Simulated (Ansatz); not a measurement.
Relaxing Zn₁₇F₃₂

Computed with Ansatz 0.2.0, DFT PBE, scalar-relativistic, plane waves, PAW. Run with 420 eV cutoff, 2×2×2 k-mesh, shifted by half a step, Gaussian smearing of 0.01 eV, no spin polarisation.

What was changed: Zn interstitial, charge +0, atoms relaxed at the host's cell.

In a supercell of 49 atoms the defect feels its periodic images.

Spin polarisation was left out.

Command:

```bash
ansatz run input.yaml --threads 4 --pin off --max-ram 6144MiB --backend cpu --events-out ev --progress --plain --runs-dir out
```

Input:

```yaml
crystal:
  lattice:
    - [4.7998656285, 4.7998656285, -6.3509536045]
    - [-4.7998656285, 4.7998656285, 6.3509536045]
    - [4.7998656285, -4.7998656285, 6.3509536045]
  atoms:
    - { symbol: Zn, position: [0.5, 0.375, 0.375] }
    - { symbol: Zn, position: [0.5, 0.625, 0.625] }
    - { symbol: Zn, position: [0.5, 0.875, 0.875] }
    - { symbol: Zn, position: [0.5, 0.125, 0.125] }
    - { symbol: Zn, position: [0.0, 0.875, 0.375] }
    - { symbol: Zn, position: [0.0, 0.125, 0.625] }
    - { symbol: Zn, position: [0.0, 0.375, 0.875] }
    - { symbol: Zn, position: [0.0, 0.625, 0.125] }
    - { symbol: Zn, position: [0.0, 0.0, 0.0] }
    - { symbol: Zn, position: [0.0, 0.25, 0.25] }
    - { symbol: Zn, position: [0.0, 0.5, 0.5] }
    - { symbol: Zn, position: [0.0, 0.75, 0.75] }
    - { symbol: Zn, position: [0.5, 0.5, 0.0] }
    - { symbol: Zn, position: [0.5, 0.75, 0.25] }
    - { symbol: Zn, position: [0.5, 0.0, 0.5] }
    - { symbol: Zn, position: [0.5, 0.25, 0.75] }
    - { symbol: F, position: [0.6956244826, 0.3478122413, 0.3478122413] }
    - { symbol: F, position: [0.6956244826, 0.5978122413, 0.5978122413] }
    - { symbol: F, position: [0.6956244826, 0.8478122413, 0.8478122413] }
    - { symbol: F, position: [0.6956244826, 0.0978122413, 0.0978122413] }
    - { symbol: F, position: [0.1956244826, 0.8478122413, 0.3478122413] }
    - { symbol: F, position: [0.1956244826, 0.0978122413, 0.5978122413] }
    - { symbol: F, position: [0.1956244826, 0.3478122413, 0.8478122413] }
    - { symbol: F, position: [0.1956244826, 0.5978122413, 0.0978122413] }
    - { symbol: F, position: [0.5, 0.2228122413, 0.5271877587] }
    - { symbol: F, position: [0.5, 0.4728122413, 0.7771877587] }
    - { symbol: F, position: [0.5, 0.7228122413, 0.0271877587] }
    - { symbol: F, position: [0.5, 0.9728122413, 0.2771877587] }
    - { symbol: F, position: [0.0, 0.7228122413, 0.5271877587] }
    - { symbol: F, position: [0.0, 0.9728122413, 0.7771877587] }
    - { symbol: F, position: [0.0, 0.2228122413, 0.0271877587] }
    - { symbol: F, position: [0.0, 0.4728122413, 0.2771877587] }
    - { symbol: F, position: [0.3043755174, 0.1521877587, 0.1521877587] }
    - { symbol: F, position: [0.3043755174, 0.4021877587, 0.4021877587] }
    - { symbol: F, position: [0.3043755174, 0.6521877587, 0.6521877587] }
    - { symbol: F, position: [0.3043755174, 0.9021877587, 0.9021877587] }
    - { symbol: F, position: [0.8043755174, 0.6521877587, 0.1521877587] }
    - { symbol: F, position: [0.8043755174, 0.9021877587, 0.4021877587] }
    - { symbol: F, position: [0.8043755174, 0.1521877587, 0.6521877587] }
    - { symbol: F, position: [0.8043755174, 0.4021877587, 0.9021877587] }
    - { symbol: F, position: [0.5, 0.5271877587, 0.2228122413] }
    - { symbol: F, position: [0.5, 0.7771877587, 0.4728122413] }
    - { symbol: F, position: [0.5, 0.0271877587, 0.7228122413] }
    - { symbol: F, position: [0.5, 0.2771877587, 0.9728122413] }
    - { symbol: F, position: [0.0, 0.0271877587, 0.2228122413] }
    - { symbol: F, position: [0.0, 0.2771877587, 0.4728122413] }
    - { symbol: F, position: [0.0, 0.5271877587, 0.7228122413] }
    - { symbol: F, position: [0.0, 0.7771877587, 0.9728122413] }
    - { symbol: Zn, position: [0.25, 0.3125, 0.0625] }
  host:
    lattice:
      - [4.7998656285, 0.0, 0.0]
      - [0.0, 4.7998656285, 0.0]
      - [0.0, 0.0, 3.1754768022]
    atoms:
      - { symbol: Zn, position: [0.5, 0.5, 0.5] }
      - { symbol: Zn, position: [0.0, 0.0, 0.0] }
      - { symbol: F, position: [0.6956244826, 0.6956244826, 0.0] }
      - { symbol: F, position: [0.8043755174, 0.1956244826, 0.5] }
      - { symbol: F, position: [0.3043755174, 0.3043755174, 0.0] }
      - { symbol: F, position: [0.1956244826, 0.8043755174, 0.5] }
basis:
  ecutwfc: 420
  xc_grid: 2
kpoints:
  mp_grid: { grid: [2, 2, 2], shift: [0.5, 0.5, 0.5] }
hamiltonian:
  xc: pbe
scf:
  occupations: { method: gaussian, width: 0.01 }
output:
  forces: true
  stress: false
  eigenvalues: true
  charged_corrections:
    defect_position: [0.25, 0.3125, 0.0625]
    epsilon: [[9.3096, 0.0, 0.0], [0.0, 9.3096, 0.0], [0.0, 0.0, 7.1905]]
  write_density: true
  write_potential: true
  elf: true
  volumetric_format: npy
relax:
  adjacent_minimum: "off"
  f_tol: 0.025
  max_steps: 45
```

F is the free energy.

Steps:

| step | F − F(1) (eV) | largest force component (eV/Å) |
| --- | --- | --- |
| 1 | 0.0000 | 2.124 |
| 2 | -0.9916 | 1.286 |
| 3 | -1.6992 | 0.266 |
| 4 | -1.7974 | 0.136 |
| 5 | -1.8594 | 0.079 |
| 6 | -1.8486 | 0.099 |
| 7 | -1.8751 | 0.009 |

Relaxed structure:

```
CELL_PARAMETERS angstrom
4.79987 4.79987 -6.35095
-4.79987 4.79987 6.35095
4.79987 -4.79987 6.35095
ATOMIC_POSITIONS crystal
Zn 0.51816 0.37769 0.39517
Zn 0.49034 0.61907 0.61873
Zn 0.49571 0.87327 0.87318
Zn 0.49998 0.12016 0.12817
Zn 0.00429 0.87747 0.37756
Zn 0.00002 0.12819 0.62018
Zn 0.98184 0.37701 0.85953
Zn 0.00966 0.62839 0.12873
Zn 0.98252 0.97983 0.99799
Zn 0.99199 0.24683 0.24681
Zn 0.00009 0.50182 0.49753
Zn 0.00034 0.75627 0.74661
Zn 0.51748 0.51547 0.99731
Zn 0.50801 0.75482 0.25484
Zn 0.49991 0.99744 0.50173
Zn 0.49966 0.24627 0.75593
F 0.69779 0.34666 0.34979
F 0.69817 0.60120 0.60498
F 0.68621 0.83586 0.84632
F 0.68756 0.09176 0.09896
F 0.19990 0.84989 0.35071
F 0.19942 0.09897 0.59992
F 0.19512 0.36811 0.81340
F 0.19867 0.59636 0.09680
F 0.51046 0.22535 0.53914
F 0.50377 0.47196 0.77380
F 0.50313 0.72612 0.02834
F 0.50720 0.97080 0.28324
F 0.00082 0.72501 0.52511
F 0.00043 0.97730 0.77864
F 0.94529 0.20201 0.00689
F 0.00096 0.47545 0.27603
F 0.30488 0.11828 0.17299
F 0.30133 0.39813 0.39770
F 0.30010 0.65081 0.64999
F 0.30058 0.90050 0.89955
F 0.81379 0.66011 0.14965
F 0.81244 0.91140 0.40420
F 0.80221 0.15201 0.64888
F 0.80183 0.40681 0.90304
F 0.55471 0.56160 0.25672
F 0.49904 0.77508 0.47450
F 0.49918 0.02429 0.72419
F 0.49957 0.27820 0.97687
F 0.99687 0.02521 0.22299
F 0.99280 0.27604 0.46360
F 0.98954 0.52868 0.71489
F 0.99623 0.77002 0.96819
Zn 0.25000 0.31250 0.06250
```

The run converged. It took 2.5 min on 4 threads of AMD EPYC 7B13 (Zen 3), with other jobs on the host, peak memory 2.4 GiB.